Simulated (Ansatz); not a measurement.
From the elastic tensor of FeSi2 to moduli and sound speeds

Level of theory: Ansatz, DFT PBEsol, scalar-relativistic, plane waves, PAW. Cutoff 420 eV, 16×16×8 k-points (Γ-centred), Fermi-Dirac smearing of 0.15 eV. No spin polarisation.

Symmetry: P4/mmm, No. 123, tetragonal system. The conventional cell has a = 2.679 Å, b = 2.679 Å, c = 5.105 Å, α = 90.00°, β = 90.00°, γ = 90.00°. Fe (site symmetry 4/mmm) is surrounded by 8 Si at 2.35 Å and 4 Fe at 2.68 Å. Si (site symmetry 4mm) has 5 Si at 2.33 to 2.68 Å and 4 Fe at 2.35 Å as nearest neighbours.

In a metal, frequencies and elastic constants depend on the k mesh and the smearing, soft modes and shear constants most. Spin polarisation was left out, and a magnetic state may lie lower.

Relaxed-ion constants (GPa, on the Cartesian axes of the calculation):
```
352.6  85.8 103.4   0.0   0.0   0.0
 85.8 352.6 103.4   0.0   0.0   0.0
103.4 103.4 482.0   0.0   0.0   0.0
  0.0   0.0   0.0 115.7   0.0   0.0
  0.0   0.0   0.0   0.0 115.7   0.0
  0.0   0.0   0.0   0.0   0.0 126.6
```

Density 5.076 g/cm³; 3 atoms in 36.65 Å³.

The values that follow are for a polycrystal of randomly turned grains, by Hill's mean where one number stands.

With S = C⁻¹: B_V = (C11+C22+C33+2(C12+C13+C23))/9, G_V = (C11+C22+C33−C12−C13−C23+3(C44+C55+C66))/15, 1/B_R = S11+S22+S33+2(S12+S13+S23), 15/G_R = 4(S11+S22+S33−S12−S13−S23)+3(S44+S55+S66); Hill is their mean. Then v_l = √((B+4G/3)/ρ), v_t = √(G/ρ), v_m = [(2/v_t³+1/v_l³)/3]^(−1/3) and Θ = (ħ/k_B)·v_m·(6π²n/V)^(1/3) for n atoms in the volume V; E = 9BG/(3B+G), ν = (3B−2G)/(2(3B+G)) and A^U = 5G_V/G_R + B_V/B_R − 6.

| Quantity | Value |
| --- | --- |
| Bulk modulus, Voigt / Reuss / Hill | 197.0 / 192.1 / 194.5 GPa |
| Shear modulus, Voigt / Reuss / Hill | 131.3 / 128.5 / 129.9 GPa |
| Young's modulus | 319 GPa |
| Poisson ratio | 0.227 |
| Pugh ratio B/G | 1.50 (under 1.75, the rule of thumb for brittle) |
| Universal anisotropy index | 0.13 |
| Longitudinal and transverse sound speeds | 8512 and 5059 m/s |
| Debye temperature from the mean sound speed | 724 K |

Cost: 1 run of about 8.5 core-minutes, on Arm Neoverse V1 (shared hosts).